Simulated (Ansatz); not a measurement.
# Cd (R-3m) in Ansatz: convergence with cutoff

Aim: find how far cutoff must go before the results for Cd settle, at PBE. This setting moves, with any that are tied to it; all else stays.

Program: Ansatz 0.2.0. These are calculated values, not measurements. Logs are shortened: lines on timing, memory, paths and dates and some standing lists are left out, and cuts for length are marked.

### Step 1. Starting point

Symmetry: R-3m, No. 166, trigonal system. The conventional cell has a = 3.216 Å, b = 3.216 Å, c = 7.348 Å, α = 90.00°, β = 90.00°, γ = 120.00°. Around Cd (site symmetry -3m) lie 12 Cd at 3.07 to 3.22 Å.

This isn't the form of Cd at room conditions, which is hcp.

### Step 2. With cutoff 80 eV

Input file input.yaml:

```yaml
crystal:
  lattice:
    - [1.6080291515, 0.9283960635, 2.44928741]
    - [-1.6080291515, 0.9283960635, 2.44928741]
    - [0.0, -1.856792127, 2.44928741]
  atoms:
    - { symbol: Cd, position: [0.0, 0.0, 0.0] }
kpoints:
  mp_grid: { grid: [10, 10, 10] }
scf:
  occupations: { method: fermi_dirac, width: 0.05 }
hamiltonian:
  xc: pbe
  pseudopotentials: { kind: all_electron, lapw: { basis_error: 0.001 } }
output:
  forces: true
  stress: true
  eigenvalues: true
basis:
  ecutwfc: 80
```

Potentials or basis: all-electron LAPW, scalar-relativistic.

The run is started by

```bash
ansatz run input.yaml --threads 1 --pin off --max-ram 3072MiB --backend cpu --events-out ev --progress --plain --runs-dir out
```

Wall time 4.9 s (1 thread of Intel Xeon at 2.70GHz, shared host); peak memory 0.27 GiB.

What came out:

* Free energy: -152235.2868 eV
* Pressure: 3.7 GPa
* Band gap on the k mesh: none (metal or under the smearing width)

### Step 3. With cutoff 110 eV

input.yaml, as its differences from that of step 2:

```diff
@@ -19,2 +19,2 @@
 basis:
-  ecutwfc: 80
+  ecutwfc: 110
```

Potentials or basis: all-electron LAPW, scalar-relativistic.

The run is started by

```bash
ansatz run input.yaml --threads 1 --pin off --max-ram 3072MiB --backend cpu --events-out ev --progress --plain --runs-dir out
```

Wall time 5.6 s (1 thread of Intel Xeon at 2.70GHz, shared host); peak memory 0.27 GiB.

Results:

```
Free energy            : -152235.4073 eV
Pressure               : 2.3 GPa
Band gap on the k mesh : none (metal or under the smearing width)
```

### Step 4. With cutoff 140 eV

input.yaml, as its differences from that of step 3:

```diff
@@ -19,2 +19,2 @@
 basis:
-  ecutwfc: 110
+  ecutwfc: 140
```

The run is started by

```bash
ansatz run input.yaml --threads 1 --pin off --max-ram 3072MiB --backend cpu --events-out ev --progress --plain --runs-dir out
```

Run time: 6.1 s. Hardware: 1 thread of Intel Xeon at 2.70GHz, shared host; peak memory 0.28 GiB.

Results:

```
Free energy            : -152235.4277 eV
Pressure               : 2.1 GPa
Band gap on the k mesh : none (metal or under the smearing width)
```

### Step 5. With cutoff 180 eV

input.yaml, as its differences from that of step 4:

```diff
@@ -19,2 +19,2 @@
 basis:
-  ecutwfc: 140
+  ecutwfc: 180
```

The run is started by

```bash
ansatz run input.yaml --threads 1 --pin off --max-ram 3072MiB --backend cpu --events-out ev --progress --plain --runs-dir out
```

It took 7.8 s on 1 thread of Intel Xeon at 2.70GHz, shared host; peak memory 0.29 GiB.

Results:

```yaml
Free_energy: -152235.4320 eV
Pressure: 2.1 GPa
Band_gap_on_the_k_mesh: none (metal or under the smearing width)
```

### Step 6. With cutoff 230 eV

input.yaml, as its differences from that of step 5:

```diff
@@ -19,2 +19,2 @@
 basis:
-  ecutwfc: 180
+  ecutwfc: 230
```

Potentials or basis: all-electron LAPW, scalar-relativistic.

The run is started by

```bash
ansatz run input.yaml --threads 1 --pin off --max-ram 3072MiB --backend cpu --events-out ev --progress --plain --runs-dir out
```

Wall time 13 s (1 thread of Intel Xeon at 2.70GHz, shared host); peak memory 0.31 GiB.

Results:

| Quantity | Value |
| --- | --- |
| Free energy | -152235.4326 eV |
| Pressure | 2.1 GPa |
| Band gap on the k mesh | none (metal or under the smearing width) |

### Step 7. With cutoff 290 eV

input.yaml, as its differences from that of step 6:

```diff
@@ -19,2 +19,2 @@
 basis:
-  ecutwfc: 230
+  ecutwfc: 290
```

The run is started by

```bash
ansatz run input.yaml --threads 1 --pin off --max-ram 3072MiB --backend cpu --events-out ev --progress --plain --runs-dir out
```

Run time: 17 s. Hardware: 1 thread of Intel Xeon at 2.70GHz, shared host; peak memory 0.35 GiB.

What came out:

```yaml
Free_energy: -152235.4327 eV
Pressure: 2.1 GPa
Band_gap_on_the_k_mesh: none (metal or under the smearing width)
```

### Step 8. With cutoff 360 eV

input.yaml, as its differences from that of step 7:

```diff
@@ -19,2 +19,2 @@
 basis:
-  ecutwfc: 290
+  ecutwfc: 360
```

The run is started by

```bash
ansatz run input.yaml --threads 1 --pin off --max-ram 3072MiB --backend cpu --events-out ev --progress --plain --runs-dir out
```

It took 13 s on 1 thread of Intel Xeon at 2.70GHz, shared host; peak memory 0.4 GiB.

What came out:

```yaml
Free_energy: -152235.4327 eV
Pressure: 2.1 GPa
Band_gap_on_the_k_mesh: none (metal or under the smearing width)
```

### Step 9. With cutoff 450 eV

input.yaml, as its differences from that of step 8:

```diff
@@ -19,2 +19,2 @@
 basis:
-  ecutwfc: 360
+  ecutwfc: 450
```

Potentials or basis: all-electron LAPW, scalar-relativistic.

The run is started by

```bash
ansatz run input.yaml --threads 1 --pin off --max-ram 3072MiB --backend cpu --events-out ev --progress --plain --runs-dir out
```

It took 22 s on 1 thread of Intel Xeon at 2.70GHz, shared host; peak memory 0.5 GiB.

Results (log left out):

- Free energy: -152235.4327 eV
- Pressure: 2.1 GPa
- Band gap on the k mesh: none (metal or under the smearing width)

### Step 10. With cutoff 560 eV

input.yaml, as its differences from that of step 9:

```diff
@@ -19,2 +19,2 @@
 basis:
-  ecutwfc: 450
+  ecutwfc: 560
```

Potentials or basis: all-electron LAPW, scalar-relativistic.

The run is started by

```bash
ansatz run input.yaml --threads 1 --pin off --max-ram 3072MiB --backend cpu --events-out ev --progress --plain --runs-dir out
```

What it wrote:

```text
Warning: RAYON_NUM_THREADS=1 ignored (pool sized by the plan → 1); use --threads N
LAPW: plane waves up to 12.124 Å⁻¹, error target 1.0e-3 eV per atom; small_component_spin mean_spin; the cutoff is typed (target and bands ask for 207.5 eV, largest radius times wave number 18.6, largest estimated error of a free atom 1.9e-9 eV); Cd in spheres of 1.537 Å, 20 of its electrons in bands, Dirac shells [] (how accurate: hamiltonian.pseudopotentials.lapw.basis_error, Limitations)
Engine: ansatz 0.2.0, x86_64-unknown-linux-gnu
Pseudopotentials: kind: all_electron
Pseudopotential: Cd, LAPW, valence charge 20, lapw/all_electron/scalar/gaussian/Cd, Koelling and Harmon's equation, gaussian nucleus
Functional definition: PBE
  parameter kappa = 0.804
  parameter beta = 0.06672455060314922
  exchange = pbe_x(kappa = kappa, mu = beta*pi^2/3)
  correlation = pbe_c(beta = beta)
Crystal: 1 atoms, lattice volume = 21.939 Å³
Basis set: ecut = 559.9999999999999 eV, 669 PW (Γ), exchange–correlation at level 2
Bands: 14, of which v1, the nominal top of the filled ones, is band 10 counted from 1 (9 counted from 0)
Symmetry: 12 space group operations
Space group: R-3m (ITA 166), of the structure as read, at distance tolerance 2.8e-5 Å
k-points: 116 of 1000
Non-local potential: Cd, projectors of the file, none
Initial density: superposition of atomic densities (chi_scale 0.1, normalization cell)
Initial wavefunctions: plane waves of lowest kinetic energy (no species holds an atomic orbital)
Functional: x = pbe(κ = 0.804, μ = 0.2195149727645171), c = pbe(β = 0.06672455060314922)
iter 1 solved again at ethr=9.55e-5 eV; its pass at ethr=1.00e-1 eV (dr2=1.91e-2 eV) is discarded
SCF iter   1: F=—  HF=-152235.480330 eV  |F-HF|=—  |Δ(HF+E_count)|=         —  Δρ=1.15e-2  dr2=1.93e-2  ethr=9.55e-5  ⟨swp⟩=3.2  Hψ=11712  notcnv=0
preconditioner: auto → none  [insulator: Δε(μ)=0.184 eV  Ē_g=15.969 eV  σ=0.050 eV  W_gap=0.64  n_scr=8 (ndim 8)  ℏωp=27.5 eV  f_vac=0.000  D(μ)=0.25/eV (n_scr^D=0)  ε∞_Penn≈4.0]
SCF iter   2: F=—  HF=-152235.436678 eV  |F-HF|=—  |Δ(HF+E_count)|=   4.37e-2  Δρ=3.87e-3  dr2=2.16e-3  ethr=9.55e-5  ⟨swp⟩=2.0  Hψ=4916  notcnv=0
SCF iter   3: F=—  HF=-152235.432422 eV  |F-HF|=—  |Δ(HF+E_count)|=   4.26e-3  Δρ=2.59e-3  dr2=9.58e-4  ethr=1.08e-5  ⟨swp⟩=2.0  Hψ=4526  notcnv=0
SCF iter   4: F=—  HF=-152235.432654 eV  |F-HF|=—  |Δ(HF+E_count)|=   2.33e-4  Δρ=1.13e-3  dr2=1.82e-4  ethr=4.79e-6  ⟨swp⟩=2.0  Hψ=4525  notcnv=0
iter 5 solved again at ethr=4.29e-8 eV; its pass at ethr=9.10e-7 eV (dr2=8.59e-6 eV) is discarded
SCF iter   5: F=—  HF=-152235.432661 eV  |F-HF|=—  |Δ(HF+E_count)|=   6.78e-6  Δρ=2.46e-4  dr2=8.57e-6  ethr=4.29e-8  ⟨swp⟩=2.0  Hψ=7784  notcnv=0
SCF iter   6: F=—  HF=-152235.432663 eV  |F-HF|=—  |Δ(HF+E_count)|=   2.02e-6  Δρ=2.63e-5  dr2=9.81e-8  ethr=4.29e-8  ⟨swp⟩=2.0  Hψ=4528  notcnv=0
SCF iter   7: F=-152235.432663 eV  HF=-152235.432663 eV  |F-HF|=5.82e-11  |Δ(HF+E_count)|=   4.16e-8  Δρ=1.47e-6  dr2=3.03e-10  ethr=4.90e-10  ⟨swp⟩=2.6  Hψ=4605  notcnv=0
SCF 1 converged in 7 iterations: F = -152235.432663 eV  dr2 = 3.03e-10
SCF converged after 7 iterations
Free energy (F): -152235.432663 eV
Harris-Foulkes:  -152235.432663 eV  (|F-HF|=5.82e-11)
Internal energy: -152235.430561 eV  (E = F + TS)
E sigma→0 (E₀):  -152235.431612 eV
Entropy (-TS):   -0.002103 eV (-2.103 meV/atom)
Fermi energy:    15.477996 eV
--- Per-component energies (eV) ---
  E_band       = -376.720345
  E_kinetic    = 159477.013817
  E_xc         = -4209.670460
  E_electrostatic = -307502.773917  (all electrons and nuclei)
  E_smearing   = -0.002103  (= −TS)
  E_closure    = 0.000000  (closes the sum)
  E_atoms      = -152234.696607  (free atoms, spherical and without spin; not in F)
  Σ components = -152235.432663   (vs F -152235.432663, Δ=0.00e0)
  Basis errors (estimates in eV, not in F): energy 3.2e-6 per atom: plane waves 2.4e-8 (2.0e-8 summed), levels above the bands 2.2e-104, relativity 4.7e-8, radial functions 3.1e-6, core shells 2.5e-8; eigenvalues (radial functions only) 7.2e-6; not estimated: angular momenta, meshes, grids; target (lapw.basis_error) 1.0e-3; muffin-tin radii Cd 1.537 Å
--- Forces (eV/Å), atoms counted from 1 ---
  atom   1  Cd     0.00000000     0.00000000     0.00000000
  max |Σ_I F_I| component: 6.57e-32 eV/Å
--- Stress (GPa, compression-positive) ---
        1.840136      -0.000000      -0.000000
       -0.000000       1.840136       0.000000
       -0.000000       0.000000       2.502238
  P = ⅓ Tr σ = 2.0608 GPa (20.608 kbar)
--- Band table (eV; the first three rows and the last of 116) ---
  k-point 0: bands = ["-87.5205", "-48.5537", "-48.5537", "-48.5462", "6.2453", "6.2453", "6.4557", "6.7386", "6.8062", "6.8062", "28.3309", "29.3531", "29.3531", "31.9920"]
  k-point 1: bands = ["-87.5202", "-48.5563", "-48.5540", "-48.5472", "6.2311", "6.2685", "6.4885", "6.7998", "6.8019", "6.9956", "26.6308", "28.6490", "29.1745", "31.5670"]
  k-point 2: bands = ["-87.5197", "-48.5640", "-48.5548", "-48.5492", "6.1327", "6.3000", "6.5541", "6.8231", "6.8332", "7.8082", "23.0336", "28.5458", "28.7699", "30.8474"]
  k-point 115: bands = ["-87.5168", "-48.5891", "-48.5623", "-48.5623", "5.8575", "6.3211", "6.3211", "7.2130", "7.2130", "13.5496", "15.0161", "26.7795", "26.7795", "27.3500"]
```

It took 40 s on 1 thread of Intel Xeon at 2.70GHz, shared host; peak memory 0.66 GiB.

What came out:

* Free energy: -152235.4327 eV
* Pressure: 2.1 GPa
* Band gap on the k mesh: none (metal or under the smearing width)

### Step 11. The series at a glance

| cutoff | energy less the tightest run, at zero smearing (meV/atom) | pressure (GPa) | SCF cycles | CPU time (s) | peak memory (GiB) |
| --- | --- | --- | --- | --- | --- |
| 80 eV | 145.91 | 3.72 | 7 | 4.8 | 0.27 |
| 110 eV | 25.34 | 2.33 | 7 | 5.6 | 0.27 |
| 140 eV | 4.98 | 2.11 | 7 | 6.1 | 0.28 |
| 180 eV | 0.67 | 2.07 | 7 | 7.8 | 0.29 |
| 230 eV | 0.04 | 2.06 | 7 | 13 | 0.31 |
| 290 eV | 0.00 | 2.06 | 7 | 16 | 0.35 |
| 360 eV | 0.00 | 2.06 | 7 | 13 | 0.4 |
| 450 eV | 0.00 | 2.06 | 7 | 22 | 0.5 |
| 560 eV | 0.00 | 2.06 | 7 | 40 | 0.66 |

Against the tightest run, the energy stays within 1 meV/atom from 180 eV on; the pressure stays within 0.1 GPa from 140 eV on. The tightest run that finished is the yardstick and may itself not be fully converged.
